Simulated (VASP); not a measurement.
Input of a VASP 6.6.1 run:

File INCAR:

```
  PREC = Accurate
  ENCUT = 600
  EDIFF = 1E-6
  ISMEAR = 0
  SIGMA = 0.1
  LREAL = F
  LASPH = T
  NELM = 60
  ALGO = Normal
  ISIF = 3
  LWAVE = F
  LCHARG = F
  GGA = PE
  IBRION = 2
  NSW = 100
  EDIFFG = -0.01
```

Contents of KPOINTS:

```
Automatic mesh
0
Gamma
  8 8 8
```

File POSCAR:

```
Mg4Sn
1.0
   -3.3130402109      3.3130402109      3.3130402109
    3.3130402109     -3.3130402109      3.3130402109
    3.3130402109      3.3130402109     -3.3130402109
Mg Sn
4 1
Direct
    0.0000000000      0.0000000000      0.5000000000
    0.5000000000      0.0000000000      0.0000000000
    0.0000000000      0.5000000000      0.0000000000
    0.5000000000      0.5000000000      0.5000000000
    0.0000000000      0.0000000000      0.0000000000
```

Potentials or basis: VASP PAW PBE potentials, release 64 (Mg, Sn_d).

Command:

```bash
$ cat potpaw_PBE.64/Mg/POTCAR potpaw_PBE.64/Sn_d/POTCAR > POTCAR
$ mpirun -np 1 vasp_std > vasp.out
```

(1) Estimate the relaxed cell.

(2) Estimate the space group after relaxing (to 0.05 Å).

(3) Predict the band gap on the k mesh.

Results:

(1) a = 5.798 Å, b = 5.798 Å, c = 5.798 Å, α = 109.47°, β = 109.47°, γ = 109.47°.

(2) Im-3m (No. 229).

(3) none (metal or under the smearing width).
